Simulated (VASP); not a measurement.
# Ru in VASP: settings compared, part 2 of 3

VASP 6.6.1.

## Step 4: Work function, PBE

File INCAR:

```
SYSTEM = Ru
PREC = Accurate
ENCUT = 520
EDIFF = 1E-6
ISMEAR = 1
SIGMA = 0.1
LREAL = .False.
LASPH = .True.
NELM = 100
ALGO = Normal
ISIF = 2
LWAVE = .False.
LCHARG = .True.
LDIPOL = .True.
IDIPOL = 3
DIPOL = 0.5 0.5 0.500
GGA = PE
LELF = .True.
LVHAR = .True.
LVACPOTAV = .True.
```

File KPOINTS:

```
regular mesh
0
Gamma
  21 21 1
  0 0 0
```

File POSCAR:

```
Ru                                      
1.0
    2.7193470000      0.0000000000      0.0000000000
   -1.3596735000      2.3550235400      0.0000000000
    0.0000000000      0.0000000000     27.8262814600
  Ru            
     4
Selective dynamics
Direct
     0.3333330000000032    0.6666669999999968    0.3842003199999979   F   F   F
     0.6666669999999968    0.3333330000000032    0.4587132220928041   T   T   T
     0.3333330000000032    0.6666669999999968    0.5363981389483105   T   T   T
     0.6666669999999968    0.3333330000000032    0.6109165379328453   T   T   T
```

Potentials or basis: VASP PAW PBE potentials, release 64 (Ru_pv).

Run with:

```sh
> cat potpaw_PBE.64/Ru_pv/POTCAR > POTCAR
> mpirun -np 1 vasp_std > vasp.out
```

OUTCAR:

```text
SYSTEM = Ru
   PREC = Accurate
   ENCUT = 520
   EDIFF = 1E-6
   ISMEAR = 1
   LREAL = .False.
   LASPH = .True.
   NELM = 100
   ISIF = 2
   GGA = PE

 ion  position               nearest neighbor table
   1  0.333  0.667  0.384-   2 2.60   2 2.60   2 2.60
   2  0.667  0.333  0.459-   1 2.60   1 2.60   1 2.60   3 2.67   3 2.67   3 2.67
   3  0.333  0.667  0.536-   4 2.60   4 2.60   4 2.60   2 2.67   2 2.67   2 2.67
   4  0.667  0.333  0.611-   3 2.60   3 2.60   3 2.60

  LATTYP: Found a hexagonal cell.
 ALAT       =     2.7193470000
 C/A-ratio  =    10.2327071389

  Lattice vectors:

 A1 = (   2.7193470000,   0.0000000000,   0.0000000000)
 A2 = (  -1.3596735000,   2.3550235400,   0.0000000000)
 A3 = (   0.0000000000,   0.0000000000,  27.8262814600)

Analysis of symmetry for initial positions (statically):
=====================================================================
 Subroutine PRICEL returns:
 Original cell was already a primitive cell.

 Routine SETGRP: Setting up the symmetry group for a
 hexagonal supercell.

 Subroutine GETGRP returns: Found 12 space group operations
 (whereof  6 operations were pure point group operations)
 out of a pool of 24 trial point group operations.

The static configuration has the point symmetry C_3v.
 The point group associated with its full space group is D_3d.

Analysis of symmetry for dynamics (positions and initial velocities):
=====================================================================
 Subroutine PRICEL returns:
 Original cell was already a primitive cell.

 Routine SETGRP: Setting up the symmetry group for a
 hexagonal supercell.

 Subroutine GETGRP returns: Found 12 space group operations
 (whereof  6 operations were pure point group operations)
 out of a pool of 24 trial point group operations.

The dynamic configuration has the point symmetry C_3v.
 The point group associated with its full space group is D_3d.

Analysis of constrained symmetry for selective dynamics:
=====================================================================
 Subroutine PRICEL returns:
 Original cell was already a primitive cell.

 Routine SETGRP: Setting up the symmetry group for a
 hexagonal supercell.

 Subroutine GETGRP returns: Found  6 space group operations
 (whereof  6 operations were pure point group operations)
 out of a pool of 24 trial point group operations.

The constrained configuration has the point symmetry C_3v.

 Subroutine INISYM returns: Found  6 space group operations
 (whereof  6 operations are pure point group operations),
 and found     1 'primitive' translations

----------------------------------------------------------------------------------------

                                     Primitive cell

  volume of cell :     178.2030

  direct lattice vectors                    reciprocal lattice vectors
     2.719347000  0.000000000  0.000000000     0.367735342  0.212312103  0.000000000
    -1.359673500  2.355023540  0.000000000     0.000000000  0.424624206  0.000000000
     0.000000000  0.000000000 27.826281460     0.000000000  0.000000000  0.035937249

  length of vectors
     2.719347000  2.719346962 27.826281460     0.424624200  0.424624206  0.035937249

  position of ions in fractional coordinates (direct lattice)
[... 45 lines left out ...]
  0.238095 -0.000000  0.000000      6.000000
[... 16 lines left out ...]
  0.142857  0.095238  0.000000     12.000000
  0.190476  0.095238  0.000000     12.000000
 [... further k-points ...]
   k-points           NKPTS =     48   k-points in BZ     NKDIM =     48   number of bands    NBANDS=     33
   number of dos      NEDOS =    301   number of ions     NIONS =      4
   total plane-waves  NPLWV =  84000
   dimension x,y,z NGX =    20 NGY =   20 NGZ =  210
   dimension x,y,z NGXF=    40 NGYF=   40 NGZF=  420
   ions per type =               4
   NGX,Y,Z   is equivalent  to a cutoff of  12.23, 12.23, 12.55 a.u.
   NGXF,Y,Z  is equivalent  to a cutoff of  24.45, 24.45, 25.09 a.u.
 SYSTEM =  Ru
   PREC   = accura    normal or accurate (medium, high low for compatibility)
   ISTART =      0    job   : 0-new  1-cont  2-samecut
   ICHARG =      2    charge: 1-file 2-atom 10-const
   ISPIN  =      1    spin polarized calculation?
   LNONCOLLINEAR =      F non collinear calculations
   LSORBIT =      F    spin-orbit coupling
   LASPH  =      T    aspherical Exc in radial PAW
   ENCUT  =  520.0 eV  38.22 Ry    6.18 a.u.   5.06  5.06 51.74*2*pi/ulx,y,z
   NELM   =    100;   NELMIN=  2; NELMDL= -5     # of ELM steps
   EDIFF  = 0.1E-05   stopping-criterion for ELM
   LREAL  =      F    real-space projection
   EDIFFG = 0.1E-04   stopping-criterion for IOM
   NSW    =      0    number of steps for IOM
   IBRION =     -1    ionic relax: 0-MD 1-quasi-New 2-CG
   NFREE  =      0    steps in history (QN), initial steepest desc. (CG)
   ISIF   =      2    stress and relaxation
   ISYM   =      2    0-nonsym 1-usesym 2-fastsym
   POTIM  = 0.5000    time-step for ionic-motion
   TEBEG  =    0.0;   TEEND  =   0.0 temperature during run
   PSTRESS=    0.0 pullay stress
   NELECT =      56.0000    total number of electrons
   NUPDOWN=      -1.0000    fix difference up-down
   EMIN   =  10.00;   EMAX   =-10.00  energy-range for DOS
   EFERMI =   0.00;   METHOD = LEGACY
   ISMEAR =     1;   SIGMA  =   0.10  broadening in eV -4-tet -1-fermi 0-gaus
   EFERMI_NEDOS =   21; number of points for ismear=-14 and -15
   IALGO  =     38    algorithm
   IMIX   =      4    mixing-type and parameters
     AMIX     =   0.40;   BMIX     =  1.00
     AMIX_MAG =   1.60;   BMIX_MAG =  1.00
  volume/ion in A,a.u.               =      44.55       300.64
  Fermi-wavevector in a.u.,A,eV,Ry     =   1.113010  2.103284 16.854785  1.238792
  Thomas-Fermi vector in A             =   2.249591
   LORBIT       =      0    0 simple, 1 ext, 2 COOP (PROOUT), +10 PAW based schemes
   GGA     = PE    functional components
   LHFCALC =     F    Hartree Fock is set to
   AEXX    =    0.0000 exact exchange contribution
   IVDW    =     0    specifies the selected vdW correction
   LEPSILON=     F    determine dielectric tensor
   LRPA    =     F    only Hartree local field effects (RPA)
 non-spin polarized calculation
 Methfessel and Paxton  Order N= 1 SIGMA  =   0.10
  energy-cutoff  :      520.00
  volume of cell :      178.20
 maximum number of plane-waves:      4847
   NGX = 11   NGY = 11   NGZ =103

 dipolmoment           0.000000      0.000000     -0.000002 electrons x Angstroem

 number of electron      56.0000016 magnetization

 dipolmoment           0.000000      0.000000      0.000005 electrons x Angstroem

 Free energy of the ion-electron system (eV)
  ---------------------------------------------------
  ext. energy  EPLUGINS =         0.00000000
  ---------------------------------------------------
  free energy    TOTEN  =       -34.81201719 eV

  energy without entropy =      -34.81121144  energy(sigma->0) =      -34.81174861

 E-fermi :   0.4766     XC(G=0):  -5.0655

 val. band max:        0.4737023621   @ k =   0.2857   0.1429   0.0000
 cond. band min:       0.4799226750   @ k =   0.2381  -0.0000   0.0000
 fundamental gap:      0.0062203128
 Fermi energy:         0.4765736945

 k-point     1 :       0.0000    0.0000    0.0000
  band No.  band energies     occupation
      1     -43.1435      2.00000
      2     -42.7440      2.00000
      3     -42.3532      2.00000
      4     -42.3532      2.00000
      5     -42.2765      2.00000
      6     -42.2765      2.00000
[... 853 lines left out ...]
     32       0.8914     -0.00000
     33       1.3170     -0.00000

 [... further k-points ...]

------------------------ aborting loop because EDIFF is reached ----------------------------------------

  FORCE on cell =-STRESS in cart. coord.  units (eV):
  Direction    XX          YY          ZZ          XY          YZ          ZX
  --------------------------------------------------------------------------------------
  -------------------------------------------------------------------------------------
  Total       -2.6658401     -2.6658400     -0.1330560      0.0000000      0.0000000      0.0000000
  in kB      -23.9678803    -23.9678794     -1.1962726      0.0000000      0.0000000      0.0000000
  external PRESSURE =     -16.3773441 kB  Pullay stress =       0.0000000 kB

 VOLUME and BASIS-vectors are now :
 -----------------------------------------------------------------------------
  energy-cutoff  :      520.00
  volume of cell :      178.20
      direct lattice vectors                 reciprocal lattice vectors
     2.719347000  0.000000000  0.000000000     0.367735342  0.212312103  0.000000000
    -1.359673500  2.355023540  0.000000000     0.000000000  0.424624206  0.000000000
     0.000000000  0.000000000 27.826281460     0.000000000  0.000000000  0.035937249

 POSITION                                       TOTAL-FORCE (eV/Angst)
 -----------------------------------------------------------------------------------
     -0.00000      1.57002     10.69087        -0.000000      0.000000     -0.012452
      1.35967      0.78501     12.76428         0.000000      0.000000      0.076742
     -0.00000      1.57002     14.92597        -0.000000      0.000000     -0.075312
      1.35967      0.78501     16.99954         0.000000     -0.000000      0.011021
 -----------------------------------------------------------------------------------
    total drift:                               -0.000000     -0.000000      0.000047

  FREE ENERGIE OF THE ION-ELECTRON SYSTEM (eV)
  ---------------------------------------------------
  free  energy   TOTEN  =       -34.8120171876 eV

  energy  without entropy=      -34.8112114418  energy(sigma->0) =      -34.81174861

 vacuum level on the upper side and lower side of the slab         5.501         5.501
```

Wall time 11 min (1 thread of AMD EPYC 7R43 (Zen 3), shared host); peak memory 0.34 GiB.

What came out:

```yaml
Free_energy: -34.8120 eV
Largest_force: 0.077 eV/Å
Band_gap_on_the_k_mesh: none (metal or under the smearing width)
Work_function_of_the_upper_face: 5.02 eV
Work_function_of_the_lower_face: 5.02 eV
```

Forces on the atoms (eV/Å):
```
Ru   0.000  0.000 -0.012
Ru   0.000  0.000  0.077
Ru   0.000  0.000 -0.075
Ru   0.000  0.000  0.011
```

## Step 5: Work function, PBE

INCAR is that of step 4.

File KPOINTS:

```
regular mesh
0
Gamma
  4 4 1
  0 0 0
```

POSCAR is that of step 4.

Potentials or basis: VASP PAW PBE potentials, release 64 (Ru_pv).

Run with:

```sh
> cat potpaw_PBE.64/Ru_pv/POTCAR > POTCAR
> mpirun -np 1 vasp_std > vasp.out
```

OUTCAR:

```text
SYSTEM = Ru
   PREC = Accurate
   ENCUT = 520
   EDIFF = 1E-6
   ISMEAR = 1
   LREAL = .False.
   LASPH = .True.
   NELM = 100
   ISIF = 2
   GGA = PE

 ion  position               nearest neighbor table
   1  0.333  0.667  0.384-   2 2.60   2 2.60   2 2.60
   2  0.667  0.333  0.459-   1 2.60   1 2.60   1 2.60   3 2.67   3 2.67   3 2.67
   3  0.333  0.667  0.536-   4 2.60   4 2.60   4 2.60   2 2.67   2 2.67   2 2.67
   4  0.667  0.333  0.611-   3 2.60   3 2.60   3 2.60

  LATTYP: Found a hexagonal cell.
 ALAT       =     2.7193470000
 C/A-ratio  =    10.2327071389

  Lattice vectors:

 A1 = (   2.7193470000,   0.0000000000,   0.0000000000)
 A2 = (  -1.3596735000,   2.3550235400,   0.0000000000)
 A3 = (   0.0000000000,   0.0000000000,  27.8262814600)

Analysis of symmetry for initial positions (statically):
=====================================================================
 Subroutine PRICEL returns:
 Original cell was already a primitive cell.

 Routine SETGRP: Setting up the symmetry group for a
 hexagonal supercell.

 Subroutine GETGRP returns: Found 12 space group operations
[... 168 lines left out ...]

 E-fermi :   0.6085     XC(G=0):  -5.0691

 val. band max:        0.5824036505   @ k =   0.2500   0.0000   0.0000
 cond. band min:       0.6190196572   @ k =   0.0000   0.0000   0.0000
 fundamental gap:      0.0366160067
 Fermi energy:         0.6084998791

 k-point     1 :       0.0000    0.0000    0.0000
  band No.  band energies     occupation
      1     -43.0777      2.00000
      2     -42.6990      2.00000
      3     -42.1819      2.00000
      4     -42.1818      2.00000
      5     -42.1758      2.00000
      6     -42.1045      2.00000
[... 133 lines left out ...]
     32       2.2504     -0.00000
     33       4.4827      0.00000

------------------------ aborting loop because EDIFF is reached ----------------------------------------

  FORCE on cell =-STRESS in cart. coord.  units (eV):
  Direction    XX          YY          ZZ          XY          YZ          ZX
  --------------------------------------------------------------------------------------
  -------------------------------------------------------------------------------------
  Total       -2.6656327     -2.6656326     -1.0288130      0.0000000      0.0000000     -0.0000000
  in kB      -23.9660157    -23.9660148     -9.2497916      0.0000000      0.0000000     -0.0000000
  external PRESSURE =     -19.0606074 kB  Pullay stress =       0.0000000 kB

 VOLUME and BASIS-vectors are now :
 -----------------------------------------------------------------------------
  energy-cutoff  :      520.00
  volume of cell :      178.20
      direct lattice vectors                 reciprocal lattice vectors
     2.719347000  0.000000000  0.000000000     0.367735342  0.212312103  0.000000000
    -1.359673500  2.355023540  0.000000000     0.000000000  0.424624206  0.000000000
     0.000000000  0.000000000 27.826281460     0.000000000  0.000000000  0.035937249

 POSITION                                       TOTAL-FORCE (eV/Angst)
 -----------------------------------------------------------------------------------
     -0.00000      1.57002     10.69087        -0.000000      0.000000      0.256687
      1.35967      0.78501     12.76428        -0.000000      0.000000     -0.294472
     -0.00000      1.57002     14.92597         0.000000     -0.000000      0.295979
      1.35967      0.78501     16.99954        -0.000000     -0.000000     -0.258194
 -----------------------------------------------------------------------------------
    total drift:                               -0.000000     -0.000000      0.000229

  FREE ENERGIE OF THE ION-ELECTRON SYSTEM (eV)
  ---------------------------------------------------
  free  energy   TOTEN  =       -35.0260785065 eV

  energy  without entropy=      -35.0161769905  energy(sigma->0) =      -35.02277800

 vacuum level on the upper side and lower side of the slab         5.462         5.462
```

OSZICAR:

```text
N       E                     dE             d eps       ncg     rms          rms(c)
DAV:   1     0.526739660321E+03    0.52674E+03   -0.34965E+04   360   0.155E+03
DAV:   2    -0.178859690669E+02   -0.54463E+03   -0.53557E+03   284   0.443E+02
DAV:   3    -0.372669395669E+02   -0.19381E+02   -0.18888E+02   383   0.745E+01
[... 21 lines left out ...]
DAV:  25    -0.350260644780E+02   -0.20432E-04   -0.34360E-06   190   0.697E-03    0.131E-03
DAV:  26    -0.350260722391E+02   -0.77612E-05   -0.27013E-07   143   0.279E-03    0.875E-04
DAV:  27    -0.350260764149E+02   -0.41758E-05   -0.16071E-07   142   0.205E-03    0.112E-03
DAV:  28    -0.350260779589E+02   -0.15440E-05   -0.47240E-08   143   0.799E-04    0.116E-03
DAV:  29    -0.350260785065E+02   -0.54756E-06   -0.29133E-08   134   0.727E-04
   1 F= -.35026079E+02 E0= -.35022778E+02  d E =-.990152E-02
```

It took 87 s on 1 thread of AMD EPYC 7R43 (Zen 3), shared host; peak memory 0.22 GiB.

Results:

| Property | Result |
| --- | --- |
| Free energy | -35.0261 eV |
| Largest force | 0.296 eV/Å |
| Band gap on the k mesh | none (metal or under the smearing width) |
| Work function of the upper face | 4.85 eV |
| Work function of the lower face | 4.85 eV |

Forces on the atoms (eV/Å):
```
Ru   0.000  0.000  0.257
Ru   0.000  0.000 -0.294
Ru   0.000  0.000  0.296
Ru   0.000  0.000 -0.258
```

Levels at points of the mesh, in eV from the Fermi level:
| k point | band 26 | band 27 | band 28 | band 29 | band 30 | band 31 |
| --- | --- | --- | --- | --- | --- | --- |
| (0.00, 0.00, 0.00) | -2.01 | -1.84 | -0.87 | -0.87 | 0.01 | 0.06 |
| (0.50, 0.00, 0.00) | 0.10 | 0.98 | 1.35 | 1.40 | 1.57 | 1.99 |

Caveat: the k mesh is coarse (spacing up to 0.67 Å⁻¹), so the values aren't converged.

[end of part 2 of 3]
